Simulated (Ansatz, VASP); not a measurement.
# InAs: VASP beside Ansatz, part 2 of 2

Wanted: the spread between two codes on one cell, functional and k mesh. The cell is taken from a series of runs on this material, whose earlier steps may have relaxed, scaled, displaced or heated it; both programs get it as it stands.

VASP 6.6.1 and Ansatz 0.2.0.

So far: The structure; VASP: zone-centre phonons, LDA.

## Step 3: Ansatz: zone-centre phonons, LDA

Level of this step: Ansatz beside VASP: Kohn-Sham DFT, plane waves, LDA (Ansatz).

Ansatz runs on its PAW soft_1 files.

The same cell, functional (in two slightly different forms), mesh and smearing now go to Ansatz, which takes its cutoff from its data sets.

The input, input.yaml:

```yaml
crystal:
  lattice:
    - [-0.0650190799, 3.0081508012, 3.0081508012]
    - [3.0081508012, -0.0650190799, 3.0081508012]
    - [3.0081508012, 3.0081508012, -0.0650190799]
  atoms:
    - { symbol: As, position: [0.748188822, 0.748188822, 0.748188822] }
    - { symbol: In, position: [0.001811178, 0.001811178, 0.001811178] }
kpoints:
  mp_grid: { grid: [12, 12, 12] }
hamiltonian:
  xc: lda
  pseudopotentials: { kind: paw, azcp: { folder: soft_1 }, xc_functional: pbe }
scf:
  occupations: { method: methfessel_paxton, width: 0.2 }
output:
  eigenvalues: true
phonons:
  method: dfpt
```

Command:

```sh
$ ansatz run input.yaml --threads 4 --pin off --max-ram 10240MiB --backend cpu --events-out ev --progress --plain --runs-dir out
```

Numbers of over 12 decimals in the logs are rounded to 6 here.

Log:

```text
Engine: ansatz 0.2.0, aarch64-unknown-linux-gnu
Pseudopotentials: kind: paw
Pseudopotential: As, paw, valence charge 15, recommended cutoff 420 eV (normal), soft_1/As.paw.azcp
Pseudopotential: In, paw, valence charge 13, recommended cutoff 420 eV (normal), soft_1/In.paw.azcp
Functional definition: SPW92
  exchange = slater_x
  correlation = pw_c
Crystal: 2 atoms, lattice volume = 56.206 Å³
Basis set: ecut = 420 eV, 1103 PW (Γ), exchange–correlation on 60×60×60 points (8 copies of the dense FFT grid, shifted against one another)
Bands: 18, of which v1, the nominal top of the filled ones, is band 14 counted from 1 (13 counted from 0)
Symmetry: 6 space group operations
k-points: 476 of 1728 (irreducible under 2 space group operations, time reversal used)
Non-local potential: As, projectors of the file, l = 0: 2, l = 1: 2, l = 2: 3, l = 3: 1
Non-local potential: In, projectors of the file, l = 0: 2, l = 1: 2, l = 2: 2, l = 3: 1
PAW form: soft (Blöchl's): semilocal exchange-correlation on the pseudo side does not see the compensation charge
PAW frozen core: As, regenerated for the run's functional, and the local potential with it (the file was generated under x = pbe(κ = 0.804, μ = 0.219515), c = pbe(β = 0.066725))
PAW frozen core: In, regenerated for the run's functional, and the local potential with it (the file was generated under x = pbe(κ = 0.804, μ = 0.219515), c = pbe(β = 0.066725))
PAW one-centre angular grid: As, 590 points (default); XC on 64 Gauss nodes
PAW one-centre angular grid: In, 590 points (default); XC on 64 Gauss nodes
Initial density: superposition of atomic densities (chi_scale 0.1, normalization cell, long waves kept (reshape's long-wave potential 0.00 eV rms))
Initial wavefunctions: pseudopotential atomic-orbital guess
Functional: x = slater, c = lda
SCF iter   1: F=—  HF=-10231.409510 eV  |F-HF|=—  |Δ(HF+E_count)|=         —  Δρ=2.72e-2  dr2=3.70e-1  ethr=3.10e-3  ⟨swp⟩=5.2  Hψ=43690  notcnv=0
preconditioner: auto → Kerker (q_TF=auto, 2.429 Å⁻¹)  [metal: Δε(μ)=0.111 eV  Ē_g=14.586 eV  σ=0.200 eV  W_gap=0.44  n_scr=14 (ndim 8)  ℏωp=21.0 eV  f_vac=0.010  D(μ)=0.04/eV (n_scr^D=0)]
SCF iter   2: F=—  HF=-10231.336408 eV  |F-HF|=—  |Δ(HF+E_count)|=   7.31e-2  S|Δr|=    0.00e0  Δρ=1.72e-2  dr2=1.67e-1  ethr=1.32e-3  ⟨swp⟩=2.0  Hψ=14005  notcnv=0
SCF iter   3: F=—  HF=-10231.287104 eV  |F-HF|=—  |Δ(HF+E_count)|=   4.93e-2  S|Δr|=    0.00e0  Δρ=3.13e-3  dr2=1.07e-2  ethr=5.96e-4  ⟨swp⟩=2.9  Hψ=12201  notcnv=0
SCF iter   4: F=—  HF=-10231.286010 eV  |F-HF|=—  |Δ(HF+E_count)|=   1.09e-3  S|Δr|=    0.00e0  Δρ=1.28e-3  dr2=2.10e-3  ethr=3.83e-5  ⟨swp⟩=1.9  Hψ=11999  notcnv=0
SCF iter   5: F=—  HF=-10231.285990 eV  |F-HF|=—  |Δ(HF+E_count)|=   2.01e-5  S|Δr|=    0.00e0  Δρ=3.48e-4  dr2=9.13e-5  ethr=7.51e-6  ⟨swp⟩=2.9  Hψ=12731  notcnv=0
SCF iter   6: F=—  HF=-10231.286034 eV  |F-HF|=—  |Δ(HF+E_count)|=   4.38e-5  S|Δr|=    0.00e0  Δρ=6.04e-5  dr2=2.72e-6  ethr=3.26e-7  ⟨swp⟩=2.3  Hψ=14153  notcnv=0
SCF iter   7: F=—  HF=-10231.286031 eV  |F-HF|=—  |Δ(HF+E_count)|=   2.83e-6  S|Δr|=    0.00e0  Δρ=3.28e-5  dr2=5.15e-7  ethr=9.72e-9  ⟨swp⟩=2.0  Hψ=15233  notcnv=0
SCF iter   8: F=—  HF=-10231.286031 eV  |F-HF|=—  |Δ(HF+E_count)|=   4.08e-7  S|Δr|=    0.00e0  Δρ=9.94e-6  dr2=7.62e-8  ethr=1.84e-9  ⟨swp⟩=2.0  Hψ=15188  notcnv=0
SCF iter   9: F=—  HF=-10231.286031 eV  |F-HF|=—  |Δ(HF+E_count)|=   5.26e-8  S|Δr|=    0.00e0  Δρ=3.34e-6  dr2=1.31e-8  ethr=2.72e-10  ⟨swp⟩=3.0  Hψ=15855  notcnv=0
SCF iter  10: F=—  HF=-10231.286031 eV  |F-HF|=—  |Δ(HF+E_count)|=   3.72e-9  S|Δr|=    0.00e0  Δρ=8.38e-7  dr2=8.05e-10  ethr=4.67e-11  ⟨swp⟩=2.7  Hψ=13823  notcnv=0
SCF iter  11: F=—  HF=-10231.286031 eV  |F-HF|=—  |Δ(HF+E_count)|=  1.09e-10  S|Δr|=    0.00e0  Δρ=2.42e-7  dr2=3.01e-11  ethr=2.87e-12  ⟨swp⟩=2.0  Hψ=9646  notcnv=0
SCF iter  12: F=-10231.286031 eV  HF=-10231.286031 eV  |F-HF|=1.82e-12  |Δ(HF+E_count)|=  1.09e-11  S|Δr|=    0.00e0  Δρ=6.41e-8  dr2=3.20e-12  ethr=1.00e-12  ⟨swp⟩=5.6  Hψ=34335  notcnv=0
SCF 1 converged in 12 iterations: F = -10231.286031 eV  dr2 = 3.20e-12
  greatest PAW one-centre occupation: 0.999 electrons in one spin orbital (limit 2), on the As atom at site 0 (counted from 0), in its partial waves of l = 2
DFPT response loops at Γ: preconditioner auto → Kerker (q_TF=auto, 2.429 Å⁻¹) (partly filled bands, converged f_vac=0.093); β = 1.00, the filter's whole step (`scf.mixing.beta` (0.50) is not read by the response loops under this deck's `scf.mixing.preconditioner`; to damp them name `kerker` or `kerker_dos`, under which they read `scf.mixing.beta`, and type it under 1.00, their step now; both keys bind the ground state too); Broyden in place of MSR1
SCF converged after 12 iterations
Stability not checked: this state was not tested for a lower state beside it, because cold or Methfessel-Paxton smearing, or corrected tetrahedra, fill the levels in a way that the test cannot read (fill_not_monotonic; see scf.lower_state_search)
Free energy (F): -10231.286031 eV
Harris-Foulkes:  -10231.286031 eV  (|F-HF|=1.82e-12)
Internal energy: -10231.286486 eV  (E = F + TS)
E sigma→0 (E₀):  -10231.286145 eV
Entropy (-TS):   0.000455 eV (0.227 meV/atom)
Fermi energy:    7.233976 eV
Step filling:    the computed levels leave a gap of 0.1164 eV = 0.6 smearing widths at the electron count; against every level under it full and every level over it empty, smearing changes F+E_penalty+E_count by +0.156 meV and its σ→0 estimate by +0.042 meV
--- Per-component energies (eV) ---
  E_band       = -332.394932
  E_kinetic    = 317.725203
  E_local      = -3507.968931  (includes V_loc(G=0)·N_el)
  E_nonlocal   = -59.499919
  E_hartree    = 1739.376397
  E_xc         = -211.998225
  E_vxc        = -164.244484  (∫ρ·V_xc dr)
  E_paw        = -6001.766476  (= ΣΔE_a)
  E_vpaw       = -397.159685  (= ΣTr[D̂ρ^β])
  E_aug_tail   = 0.000084  (compensation charges beyond the density's cutoff)
  E_ewald      = -2509.514383
  E_core_change = 2.359764  (= ΣΔE_core)
  E_smearing   = 0.000455  (= −TS)
  E_closure    = -0.000000  (closes the sum)
  Σ components = -10231.286031   (vs F -10231.286031, Δ=0.00e0)
--- Band table (eV; the first three rows and the last of 476) ---
  k-point 0: bands = [... 10 lower, -4.6883, 6.5923, 7.0770, 7.0770, 7.2765, 10.8706, 10.8706, 11.2029]
  k-point 1: bands = [... 10 lower, -4.6188, 5.6814, 6.9913, 7.1601, 7.7770, 10.9283, 11.0062, 11.2988]
  k-point 2: bands = [... 10 lower, -4.4182, 4.4932, 6.7826, 6.9423, 8.2089, 11.2645, 11.3255, 11.5890]
  k-point 475: bands = [... 10 lower, -3.1669, 1.4619, 6.0475, 6.0475, 7.6387, 11.6033, 11.6033, 13.7193]
--- Phonons (Γ-DFPT): 2 representative perturbations + reference, on 476 of 1728 k-points (Σ response iterations 6) ---
  k mesh reduced under 2 symmetry operations, with k and −k counted as one. Each operation leaves every solved perturbation unchanged. A smaller set is not used because it would not reduce the number of displacements times k-points to solve
  ASR residual: 7.614e-5 → 0.000e0 eV/Å²; symmetrization residual: 1.977e-5 eV/Å²
  ASR residual per site (eV/Å²): 1.32e-5 7.61e-5
  Γ frequencies (cm⁻¹): 0.00 0.00 0.00 204.76 204.76 211.26
  non-analytic LO–TO correction: not included (Born effective charges unavailable; polar crystals: no LO–TO splitting at Γ)
```

## Step 4: Differences

Known differences besides the potentials themselves: the data sets hold 28 valence electrons in Ansatz (on its PAW soft_1 files) and 18 in VASP; the cutoff is 420 eV in Ansatz and 500 eV in VASP; VASP's log shows a relativistic correction to its local exchange, Ansatz's none. Total energies have different zeros and are not compared.

The two programs side by side:

```csv
quantity,Ansatz,VASP,difference
optical mode 1 to 2 (cm⁻¹),204.8,205.6,-0.39 %
optical mode 3 (cm⁻¹),211.3,212.0,-0.34 %
```

Modes are paired by rising frequency, not by their patterns, so a pair may set unlike modes beside each other; they are those without the splitting of longitudinal modes.

## Step 5: Outcome

| Item | Value |
| --- | --- |
| r.m.s. difference of the optical zone-centre modes, each program's sorted by frequency (zone-centre phonons, LDA) | 0.77 cm⁻¹ |

**Reading.** The r.m.s. difference of the optical zone-centre modes, each program's sorted by frequency is 0.77 cm⁻¹ (zone-centre phonons, LDA). The data sets hold unlike numbers of valence electrons (28 in Ansatz and 18 in VASP), so part of the differences comes from the potentials. Such differences can come from data sets, numerical settings and the points named under the comparisons, not from the functional's error against experiment.

[Lines on the potential files, build, host, timing and source positions are cut from VASP's logs without a mark.]

[Logs are printed without paths, hosts, clocks, repeated set-up lines and the standing remarks that a program may print on its own settings, such as how far it seeks lower states.]

[Hosts, paths, dates, database ids (printed as entryN), source tags and the programs' standing remarks are cut or masked in the printed files.]
